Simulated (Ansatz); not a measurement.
TaN:

```
Ta N
1.0
     2.93800    0.00000    0.00000
    -1.46900    2.54438    0.00000
     0.00000    0.00000    2.88300
Ta N
1 1
Direct
  0.00000 0.00000 0.50000
  0.66667 0.33333 0.00000
```

Base run:

- Program: Ansatz 0.2.0
- Functional: PBEsol
- Potentials or basis: all-electron LAPW, scalar-relativistic
- Cutoff: 350 eV (chosen from the basis error)
- Basis error allowed: 0.001 eV/atom
- k mesh: 10 × 10 × 9
- Occupations: fermi-dirac, width 0.05 eV
- Spin: no spin polarisation
- Hubbard terms: Ta d U = 6 eV

Its results: band gap on the k mesh none (metal or under the smearing width); pressure 1.3 GPa.

The run is repeated on the same cell with these changes: hubbard terms from Ta d U = 6 eV to Ta d U = 8 eV. What comes out?

Band gap on the k mesh none (metal or under the smearing width); pressure 4.2 GPa.

Caveats: U is the effective U less J, on atomic orbitals that reach past the spheres; U without spin polarisation on a metal has little footing.
